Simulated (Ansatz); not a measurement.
HfO2 as a strained film

These are results of DFT PBE, scalar-relativistic, plane waves, PAW (Ansatz), not measurements. Run with 420 eV cutoff, 6×6×4 k-mesh, Gaussian smearing of 0.02 eV, no spin polarisation.

Starting point, cell and atoms relaxed:

```yaml
crystal:
  lattice:
    - [3.60430, 0.00000, 0.00000]
    - [0.00000, 3.60430, 0.00000]
    - [0.00000, 0.00000, 5.26397]
  atoms:
    - { symbol: Hf, position: [0.50000, 0.50000, 0.50000] }
    - { symbol: Hf, position: [0.00000, 0.00000, 0.00000] }
    - { symbol: O, position: [0.00000, 0.50000, 0.69325] }
    - { symbol: O, position: [0.50000, 0.00000, 0.80675] }
    - { symbol: O, position: [0.50000, 0.00000, 0.30675] }
    - { symbol: O, position: [0.00000, 0.50000, 0.19325] }
```

The a-b plane is strained alike in both directions, as on a substrate, while c and the atoms relax within the symmetry that the strain leaves. Stress is positive in compression; energies are free energies at the smearing used, per atom.

Spin–orbit coupling is left out, which can shift energies with elements as heavy as these.

| strain (%) | c (Å) | σ in plane (GPa) | ΔE (meV/atom) |
| --- | --- | --- | --- |
| -4.5 | 5.4146 | 27.88 | 85.19 |
| -3.0 | 5.3534 | 17.99 | 37.10 |
| -1.5 | 5.3043 | 8.66 | 9.03 |
| +0.0 | 5.2640 | 0.02 | 0.00 |
| +1.5 | 5.2322 | -7.88 | 8.55 |
| +3.0 | 5.2061 | -15.03 | 33.51 |
| +4.5 | 5.1859 | -21.44 | 73.43 |

Get the biaxial modulus twice, from the stresses and from the energies of the innermost pair.

From stress: M = −Δσ/Δε = (8.66 − (-7.88)) / 0.030 = 551 GPa. Two in-plane directions each store σε/2, so the energy density is Mε²: M = (mean ΔE)/(V ε²) = 8.79 meV / (11.397 Å³ × 0.015²) × 0.16022 GPa Å³/meV = 549 GPa. The two agree.

How well does Mε², with M from the stresses, predict the outermost points?

79.4 meV predicted against 85.2 computed at -4.5 %; 79.4 meV predicted against 73.4 computed at +4.5 %. Compression costs more than stretching, the usual sign of bonds that stiffen as they shorten.

How does c respond, and up to what thickness can a film with 1 % or 2 % misfit stay coherent on a thick substrate?

c answers with ε_c = −0.46 ε. In an isotropic solid that ratio is 2ν/(1 − ν), so ν = r/(2 + r) = 0.19. A film of thickness h stores Mε²h per area, 55.1 mJ/m² per nm at 1 %. The Matthews–Blakeslee balance for pure edge misfit dislocations, h = b/(8πf(1 + ν)) × (ln(h/b) + 1), with b taken as the in-plane vector a = 3.60 Å, solved by iteration, gives 4.2 nm at f = 1 % and 1.4 nm at 2 %. This is an isotropic estimate in which the moduli cancel; the real Burgers vector, glide system, anisotropy and slow kinetics can shift it by a factor of a few, mostly upward.

This form isn't the usual stable structure of the compound.